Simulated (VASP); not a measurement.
# Tc: single point with PBE

The system is Tc.

```xyz
2
Lattice="2.7400 0.0000 0.0000 -1.3700 2.3729 0.0000 0.0000 0.0000 4.3980" Properties=species:S:1:pos:R:3 pbc="T T T"
Tc    1.3700    0.7910    3.2985
Tc    0.0000    1.5819    1.0995
```

```yaml
Program: VASP 6.6.1
Task: single point
Functional: PBE
Potentials_or_basis: VASP PAW PBE potentials, release 64 (Tc_pv)
Cutoff: 520 eV
k_mesh: 15 × 15 × 8
Occupations: methfessel-paxton, width 0.1 eV
Spin: no spin polarisation
```

* Pressure: 2.2 GPa
* Band gap on the k mesh: none (metal or under the smearing width)

Stress tensor (GPa, compression positive):
```
2.73 0.00 0.00
0.00 2.73 0.00
0.00 0.00 1.09
```

Levels at points of the mesh, in eV from the Fermi level:
| k point | band 11 | band 12 | band 13 | band 14 | band 15 | band 16 |
| --- | --- | --- | --- | --- | --- | --- |
| (0.00, 0.00, 0.00) | -1.47 | -0.81 | -0.81 | -0.10 | -0.10 | 1.69 |
| (0.00, 0.00, 0.50) | -1.66 | -1.66 | -1.66 | -1.66 | 1.89 | 1.89 |

Wall time 43 s on 1 thread of AMD EPYC 7R13 Processor (Zen 3), on a shared host, peak memory 0.15 GiB.
